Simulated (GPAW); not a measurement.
## MgO in GPAW: the effect of dispersion

Crystal: MgO.

```
Mg O
1.0
     0.00000    2.09700    2.09700
     2.09700    0.00000    2.09700
     2.09700    2.09700    0.00000
Mg O
1 1
Direct
  0.00000 0.00000 0.00000
  0.50000 0.50000 0.50000
```

The cell is a database's computed one.

Alike in all runs:

| Item | Value |
| --- | --- |
| Program | GPAW 26.7.0 |
| Task | relaxation of cell and atoms |
| Functional | PBEsol |
| Potentials or basis | PAW data sets generated in the run's folder for this functional |
| Cutoff | 800 eV |
| Basis | pw |
| k mesh | 11 × 11 × 11 |
| Occupations | fermi-dirac, width 0.05 eV |
| Spin | no spin polarisation |

Each run relaxes the cell or the atoms first.

```csv
dispersion,relaxed volume (Å³/atom),gap on the mesh (eV)
none,?,?
D3,9.22,4.78
D3(BJ),9.15,4.86
D3(BJ)-ATM,9.20,4.81
D4,9.30,4.70
```

Task: What does the run with dispersion none give?

Result: Relaxed volume 9.40 Å³/atom; gap on the mesh 4.60 eV.

Caveats: later steps reuse the first step's grids; the relaxation stopped at its first step, so nothing moved (some runs).

Runs at the PBE level aren't shown here.
